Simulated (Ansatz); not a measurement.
## PbS under changes of volume

One of the cells (26.686 Å³/atom); the others are scaled copies at fixed shape and fractional positions:

```xyz
2
Lattice="2.1127 1.2197 3.4519 -2.1127 1.2197 3.4519 0.0000 -2.4395 3.4519" Properties=species:S:1:pos:R:3 pbc="T T T"
Pb    0.0000    0.0000   10.1545
S     0.0000    0.0000    4.9193
```

The cell is a database's computed one.

| Quantity | Value |
| --- | --- |
| Program | Ansatz 0.2.0 |
| Functional | PBEsol |
| Potentials or basis | Ansatz PAW |
| Cutoff | 420 eV (not typed: the program's choice for these potentials) |
| k mesh | 8 × 8 × 8 |
| Occupations | fermi-dirac, width 0.05 eV |
| Spin | no spin polarisation |

```csv
volume (Å³/atom),energy over the lowest point (meV/atom),pressure (GPa),gap on the mesh (eV),largest force (eV/Å)
25.085,2.97,1.5,0.14,0.040
25.618,0.00,0.2,0.21,0.028
26.152,1.21,-1.0,0.28,0.017
26.686,6.19,-2.0,0.35,0.007
27.220,?,?,?,?
27.753,26.00,-3.9,0.47,0.013
28.287,40.15,-4.6,0.53,0.022
```

Q: What does the run at 27.220 Å³/atom give?

A: Energy over the lowest point 14.58 meV/atom; pressure -3.0 GPa; gap on the mesh 0.41 eV; largest force 0.003 eV/Å.

Worked out: A Birch-Murnaghan fit of order 3 (a polynomial in V^(-2/3)) to the other rows has its minimum at 25.72 Å³/atom with B0 = V·E''(V) = 59 GPa and B' = 4.2 at fixed shape and positions, which overstates the stiffness. It gives 14.58 meV/atom at 27.220 Å³/atom, against the run's 14.58, and -dE/dV = -3.0 GPa, against -3.0. A straight line through the other rows of the gap, of slope 3.24 eV per unit of ln V (its deformation potential), gives 0.41 eV, against the run's 0.41.

Energies are extrapolated to zero smearing.

Caveats: spin-orbit coupling is left out, which as a rule narrows the gap of such compounds by several tenths of an eV; the PAW data sets come from PBE, with cores solved anew for the run's functional, which leaves a small shift of forces and pressure.

A mesh can miss the band edges.
